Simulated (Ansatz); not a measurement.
Here is an Ansatz 0.2.0 calculation.

Contents of input.yaml:

```yaml
crystal:
  lattice:
    - [0.0, 2.3495, 2.3495]
    - [2.3495, 0.0, 2.3495]
    - [2.3495, 2.3495, 0.0]
  atoms:
    - { symbol: Cd, position: [0.0, 0.0, 0.0] }
    - { symbol: O, position: [0.5, 0.5, 0.5] }
kpoints:
  mp_grid: { grid: [7, 7, 7] }
scf:
  occupations: { method: fermi_dirac, width: 0.04 }
hamiltonian:
  xc: pbe
  pseudopotentials: { kind: all_electron, lapw: { basis_error: 0.003 } }
output:
  forces: true
  stress: true
  eigenvalues: true
```

Potentials or basis: all-electron LAPW, scalar-relativistic.

The run is started by

```bash
$ ansatz run input.yaml --threads 1 --pin off --max-ram 3072MiB --backend cpu --events-out ev --progress --plain --runs-dir out
```

(1) Estimate the pressure.

(2) What does it give for the band gap on the k mesh?

Results:

(1) 6.1 GPa.

(2) none (metal or under the smearing width).

Caveat: this crystal is a semiconductor, whose small gap the functional closes, so the metal is an error of the method.
